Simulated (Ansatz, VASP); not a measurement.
## RbBr in VASP and in Ansatz

```
Rb Br
1.0
     0.00000    3.35704    3.35704
     3.35704    0.00000    3.35704
     3.35704    3.35704    0.00000
Rb Br
1 1
Direct
  0.00000 0.00000 0.00000
  0.50000 0.50000 0.50000
```

Change from the starting cell: volume scaled by 0.94.

Alike in both runs: task single point; functional PBEsol; k mesh 7 × 7 × 7; occupations fermi-dirac, width 0.05 eV; no spin polarisation.

```csv
,VASP,Ansatz
version,VASP 6.6.1,Ansatz 0.2.0
potentials or method,"VASP PAW PBE potentials, release 64 (Rb_sv, Br), cutoff 520 eV","all-electron LAPW, scalar-relativistic"
```

Ansatz gave:

```
gap on the k mesh at the Fermi level (eV) : 4.36
least direct gap on the mesh (eV)         : 4.36
pressure (GPa)                            : 0.9
```

What did VASP give for the same quantities?

gap on the k mesh at the Fermi level (eV): 4.36; least direct gap on the mesh (eV): 4.36; pressure (GPa): 1.0.

Ansatz ran all-electron here, so the differences hold the error of VASP's frozen core and of both bases.

Caveats: the PAW data sets were made with another functional, which shifts forces and pressure a little (VASP).
